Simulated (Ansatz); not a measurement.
## HfB2 in Ansatz: the effect of Hubbard term

Crystal: HfB2.

```
CELL_PARAMETERS angstrom
3.14000 0.00000 0.00000
-1.57000 2.71932 0.00000
0.00000 0.00000 3.48000
ATOMIC_POSITIONS crystal
Hf 0.00000 0.00000 0.00000
B 0.66667 0.33333 0.50000
B 0.33333 0.66667 0.50000
```

Alike in all runs:

- Program: Ansatz 0.2.0
- Task: projected density of states
- Functional: PBEsol
- Potentials or basis: Ansatz PAW
- Cutoff: 420 eV (not typed: the program's choice for these potentials)
- k mesh: 10 × 10 × 8
- Occupations: fermi-dirac, width 0.05 eV
- Spin: no spin polarisation
- Hubbard projectors: ortho-atomic (the default)
- Double counting: fll (the default)

```tsv
Hubbard term	pressure (GPa)
none	-4.3
Hf d U = 1 eV	-3.4
Hf d U = 2 eV	?
Hf d U = 3 eV	-1.4
Hf d U = 4 eV	-0.3
Hf d U = 5 eV	0.9
Hf d U = 6 eV	2.1
Hf d U = 8 eV	4.7
```

**Question.** What does the run with Hubbard term Hf d U = 2 eV give?

**Answer.** Pressure -2.4 GPa.

Worked out: A parabola through the other rows of the pressure, of slope 1.01 GPa per eV there, gives -2.4 GPa, against the run's -2.4.

Caveats: the PAW data sets come from PBE, with cores solved anew for the run's functional, which leaves a small shift of forces and pressure; U without spin polarisation on a metal has little footing (some runs); the U is typed as a test and isn't derived for this compound (some runs).
